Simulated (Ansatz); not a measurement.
The same calculation of BN, space group Cc as a Python script and as an input file (the Ansatz DFT code, driven from Python).

`bn_bands.py`:
```python
import ansatz as az
import numpy as np
from pymatgen.core import Lattice, Structure
from pymatgen.io.ase import AseAtomsAdaptor

pmg_structure = Structure(
    Lattice([[1.643821, -4.715535, 0.0], [1.643821, 4.715535, 0.0], [-1.192931, 0.0, 4.181743]]),
    ["B", "B", "B", "B", "N", "N", "N", "N"],
    [
        [0.4344, 0.566427, 0.000204],
        [0.566427, 0.4344, 0.500204],
        [0.176999, 0.564202, 0.491821],
        [0.564202, 0.176999, 0.991821],
        [0.38574, 0.778339, 0.840783],
        [0.778339, 0.38574, 0.340783],
        [0.379906, 0.511787, 0.321093],
        [0.511787, 0.379906, 0.821093],
    ],
)
system = az.Crystal.from_ase(AseAtomsAdaptor.get_atoms(pmg_structure))

path = [
    ("G", (0.0, 0.0, 0.0)),
    ("Y", (-0.5, 0.5, 0.0)),
    ("M", (-0.5, 0.5, 0.5)),
    ("A", (0.0, 0.0, 0.5)),
    ("G", (0.0, 0.0, 0.0)),
]
calc = (
    system.calculation()
    .basis(470)
    .functional("LDA")
    .kpoints(8, 8, 6)
    .occupations("fixed")
    .band_structure([point for _, point in path], intervals=10)
    .scf(extra_bands=6)
)
done = calc.run(threads=1)
data = done.report

for key in ("converged", "n_iterations", "n_electrons", "n_kpoints", "n_pw", "n_symmetry_ops", "free_energy_ev", "fermi_energy_ev"):
    print(f"{key:18s} {data[key]}")

bands = done.band_structure()
fermi = bands.fermi_energy_ev
print(f"zero of the bands: {fermi:.3f} eV, the Fermi level found on the SCF mesh")
levels = bands.channels[0].eigenvalues_ev - fermi
filled = round(data["n_electrons"]) // 2
valence, conduction = levels[:, filled - 1], levels[:, filled]
print("k (fractions)              top valence  bottom conduction (eV)")
for k, lo, hi in zip(bands.kpoints_frac, valence, conduction):
    print(f"{k[0]:7.3f} {k[1]:7.3f} {k[2]:7.3f} {lo:12.3f} {hi:13.3f}")
print(f"on this path: least direct gap {np.min(conduction - valence):.3f} eV, least gap {conduction.min() - valence.max():.3f} eV")
```

```console
$ python bn_bands.py
converged          True
n_iterations       7
n_electrons        32.0
n_kpoints          114
n_pw               1499
n_symmetry_ops     2
free_energy_ev     -2103.8892598880275
fermi_energy_ev    6.039129204382078
zero of the bands: 6.039 eV, the Fermi level found on the SCF mesh
k (fractions)              top valence  bottom conduction (eV)
  0.000   0.000   0.000       -0.542         3.376
 -0.050   0.050   0.000       -0.538         3.389
 -0.100   0.100   0.000       -0.522         3.430
 -0.150   0.150   0.000       -0.491         3.495
 -0.200   0.200   0.000       -0.449         3.580
 -0.250   0.250   0.000       -0.407         3.682
 -0.300   0.300   0.000       -0.372         3.799
 -0.350   0.350   0.000       -0.350         3.929
 -0.400   0.400   0.000       -0.344         4.065
 -0.450   0.450   0.000       -0.351         4.194
 -0.500   0.500   0.000       -0.359         4.259
 -0.500   0.500   0.050       -0.372         4.278
 -0.500   0.500   0.100       -0.408         4.333
 -0.500   0.500   0.150       -0.440         4.417
 -0.500   0.500   0.200       -0.473         4.521
 -0.500   0.500   0.250       -0.523         4.499
 -0.500   0.500   0.300       -0.583         4.489
 -0.500   0.500   0.350       -0.640         4.505
 -0.500   0.500   0.400       -0.682         4.552
 -0.500   0.500   0.450       -0.706         4.623
 -0.500   0.500   0.500       -0.713         4.704
 -0.450   0.450   0.500       -0.713         4.668
 -0.400   0.400   0.500       -0.711         4.575
 -0.350   0.350   0.500       -0.707         4.450
 -0.300   0.300   0.500       -0.702         4.318
 -0.250   0.250   0.500       -0.695         4.196
 -0.200   0.200   0.500       -0.685         4.092
 -0.150   0.150   0.500       -0.674         4.011
 -0.100   0.100   0.500       -0.663         3.955
 -0.050   0.050   0.500       -0.656         3.922
  0.000   0.000   0.500       -0.653         3.911
  0.000   0.000   0.450       -0.647         3.778
  0.000   0.000   0.400       -0.639         3.656
  0.000   0.000   0.350       -0.628         3.546
  0.000   0.000   0.300       -0.619         3.455
  0.000   0.000   0.250       -0.613         3.390
  0.000   0.000   0.200       -0.606         3.353
  0.000   0.000   0.150       -0.592         3.344
  0.000   0.000   0.100       -0.569         3.354
  0.000   0.000   0.050       -0.549         3.369
  0.000   0.000   0.000       -0.542         3.376
on this path: least direct gap 3.918 eV, least gap 3.688 eV
```

`input.yaml`:
```yaml
crystal:
  lattice:
    - [1.643821, -4.715535, 0.0]
    - [1.643821, 4.715535, 0.0]
    - [-1.192931, 0.0, 4.181743]
  atoms:
    - { symbol: B, position: [0.4344, 0.566427, 0.000204] }
    - { symbol: B, position: [0.5664270000000001, 0.4344, 0.500204] }
    - { symbol: B, position: [0.17699899999999993, 0.564202, 0.49182099999999995] }
    - { symbol: B, position: [0.564202, 0.17699899999999993, 0.9918209999999998] }
    - { symbol: "N", position: [0.38574, 0.778339, 0.840783] }
    - { symbol: "N", position: [0.778339, 0.3857400000000001, 0.340783] }
    - { symbol: "N", position: [0.37990599999999997, 0.511787, 0.321093] }
    - { symbol: "N", position: [0.511787, 0.3799060000000001, 0.821093] }
basis:
  ecutwfc: 470.0
kpoints:
  mp_grid:
    grid: [8, 8, 6]
  band_path:
    path:
      - [0.0, 0.0, 0.0]
      - [-0.5, 0.5, 0.0]
      - [-0.5, 0.5, 0.5]
      - [0.0, 0.0, 0.5]
      - [0.0, 0.0, 0.0]
    npoints: 10
hamiltonian:
  xc: lda
scf:
  n_extra_bands: 6
  occupations:
    method: fixed
```

Notes:
- Total energies depend on the potentials; only differences at equal settings carry meaning. A total without «per atom» is that of the cell as typed.
- Semilocal gaps usually lie well under measured ones.
- With fixed filling the reported Fermi level is the top filled level among the k-points of the SCF.
- The zero of the levels is a convention of the potentials, so an absolute Fermi energy is no work function.
- The structure comes from a database of computed cells and needn't be a stable or known phase.
- Levels are Kohn-Sham eigenvalues on this mesh.
- Finished in 22 s on 1 thread of Arm Neoverse V2, on a shared host, peak memory 0.5 GiB.
